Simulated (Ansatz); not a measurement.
**Se: relaxation of cell and atoms**

These are results of Ansatz 0.2.0, DFT, PBE, PAW with Ansatz's default frozen-core files, scalar-relativistic, not measurements.

Command: `ansatz run input.yaml --threads 1 --pin off --max-ram 2048MiB --backend cpu --events-out ev --progress --plain --runs-dir out` The run took 2.2 min on 1 thread of Intel(R) Xeon(R) Platinum 8259CL CPU @ 2.50GHz (Skylake/Cascade Lake) (shared host).

```yaml
crystal:
  lattice:
    - [2.5123336524, 0.0, 0.0]
    - [-1.2561668262, 2.1757447658, 0.0]
    - [0.0, 0.0, 4.0699805169]
  atoms:
    - { symbol: Se, position: [0.3333333333, 0.6666666667, 0.25] }
    - { symbol: Se, position: [0.6666666667, 0.3333333333, 0.75] }
kpoints:
  mp_grid: { grid: [19, 19, 10] }
scf:
  occupations: { method: fermi_dirac, width: 0.03 }
hamiltonian:
  xc: pbe
  pseudopotentials: { kind: paw }
output:
  forces: true
  stress: true
relax:
  f_tol: 0.005
  max_steps: 80
  cell: {}
```

The cell is built from the hcp type as a first guess.

The cutoff is 420 eV; energies and pressures of the walk include the program's estimate of the Pulay term.

Each frame lists the cell vectors (Å), then Cartesian positions (Å); symmetry keeps all forces zero. Free energies count from the first step, -10931.2328 eV.

The walk took 20 evaluations in all; steps that aren't listed are left out.

Step 1: E = 0.0 meV, P = 163.87 GPa

```
cell 2.5123 0.0000 0.0000 -1.2562 2.1757 0.0000 0.0000 0.0000 4.0700
Se    0.0000    1.4505    1.0175
Se    1.2562    0.7252    3.0525
```

Step 2: E = -2559.5 meV, P = 94.28 GPa

```
cell 2.6348 0.0000 0.0000 -1.3174 2.2818 0.0000 0.0000 0.0000 4.2405
Se    0.0000    1.5212    1.0601
Se    1.3174    0.7606    3.1804
```

Step 3:

```
cell 2.7578 0.0000 0.0000 -1.3789 2.3883 0.0000 0.0000 0.0000 4.4026
Se    0.0000    1.5922    1.1007
Se    1.3789    0.7961    3.3020
```

Step 4: E = -4980.5 meV, P = 25.16 GPa

```
cell 2.8805 0.0000 0.0000 -1.4403 2.4946 0.0000 0.0000 0.0000 4.5380
Se    0.0000    1.6631    1.1345
Se    1.4403    0.8315    3.4035
```

Step 5: E = -5366.9 meV, P = 8.65 GPa

```
cell 3.0032 0.0000 0.0000 -1.5016 2.6009 0.0000 0.0000 0.0000 4.6231
Se    0.0000    1.7339    1.1558
Se    1.5016    0.8669    3.4673
```

Step 6: E = -5480.7 meV, P = 3.70 GPa

```
cell 3.0878 0.0000 0.0000 -1.5439 2.6741 0.0000 0.0000 0.0000 4.5281
Se    0.0000    1.7827    1.1320
Se    1.5439    0.8914    3.3960
```

Step 7: E = -5584.5 meV, P = -0.94 GPa

```
cell 3.2041 0.0000 0.0000 -1.6021 2.7749 0.0000 0.0000 0.0000 4.3275
Se    0.0000    1.8499    1.0819
Se    1.6021    0.9250    3.2456
```

Step 8: E = -5628.2 meV, P = -2.34 GPa

```
cell 3.2863 0.0000 0.0000 -1.6432 2.8461 0.0000 0.0000 0.0000 4.1279
Se    0.0000    1.8974    1.0320
Se    1.6432    0.9487    3.0959
```

Step 9: E = -5628.2 meV, P = 2.45 GPa, step rejected

```
cell 3.2580 0.0000 0.0000 -1.6290 2.8215 0.0000 0.0000 0.0000 4.0744
Se    0.0000    1.8810    1.0186
Se    1.6290    0.9405    3.0558
```

Step 10: E = -5632.5 meV, P = 0.21 GPa

```
cell 3.2702 0.0000 0.0000 -1.6351 2.8321 0.0000 0.0000 0.0000 4.1011
Se    0.0000    1.8880    1.0253
Se    1.6351    0.9440    3.0758
```

Step 11: E = -5632.5 meV, P = 0.00 GPa

```
cell 3.2723 0.0000 0.0000 -1.6362 2.8339 0.0000 0.0000 0.0000 4.1011
Se    0.0000    1.8893    1.0253
Se    1.6362    0.9446    3.0758
```

Step 12: E = -5887.9 meV, P = 8.76 GPa (the cell of the step before, solved again on a basis chosen afresh, hence the jump)

Step 13: E = -6020.3 meV, P = 6.09 GPa

```
cell 3.3665 0.0000 0.0000 -1.6833 2.9155 0.0000 0.0000 0.0000 4.0333
Se    0.0000    1.9437    1.0083
Se    1.6833    0.9718    3.0250
```

Step 14: E = -6137.0 meV, P = 2.90 GPa

```
cell 3.4890 0.0000 0.0000 -1.7445 3.0215 0.0000 0.0000 0.0000 3.9600
Se    0.0000    2.0143    0.9900
Se    1.7445    1.0072    2.9700
```

Step 15: E = -6191.3 meV, P = 1.11 GPa

```
cell 3.6114 0.0000 0.0000 -1.8057 3.1276 0.0000 0.0000 0.0000 3.8579
Se    0.0000    2.0851    0.9645
Se    1.8057    1.0425    2.8934
```

Step 16: E = -6198.8 meV, P = 0.19 GPa

```
cell 3.6695 0.0000 0.0000 -1.8348 3.1779 0.0000 0.0000 0.0000 3.8195
Se    0.0000    2.1186    0.9549
Se    1.8348    1.0593    2.8646
```

Step 17: E = -6198.9 meV, P = 0.00 GPa

```
cell 3.6781 0.0000 0.0000 -1.8391 3.1854 0.0000 0.0000 0.0000 3.8165
Se    0.0000    2.1236    0.9541
Se    1.8391    1.0618    2.8624
```

Step 18: E = -6200.4 meV, P = 0.09 GPa (the cell of the step before, solved again on a basis chosen afresh, hence the jump)

**Question.** Give the energy, pressure of step 3.

**Answer.** E = -4121.6 meV, P = 51.49 GPa
```
Se    0.0000    1.5922    1.1007
Se    1.3789    0.7961    3.3020
```

**Question.** How does the relaxation end?

**Answer.** It converges, with a = 3.684 Å, b = 3.684 Å, c = 3.813 Å, α = 90.00°, β = 90.00°, γ = 120.00° (conventional cell, space group P6_3/mmc). The last solve (on a basis chosen afresh for the final cell, so its energy is not quite comparable) gives E = -6200.5 meV, P = 0.01 GPa:
```
cell 3.6838 0.0000 0.0000 -1.8419 3.1903 0.0000 0.0000 0.0000 3.8128
Se    0.0000    2.1268    0.9532
Se    1.8419    1.0634    2.8596
```
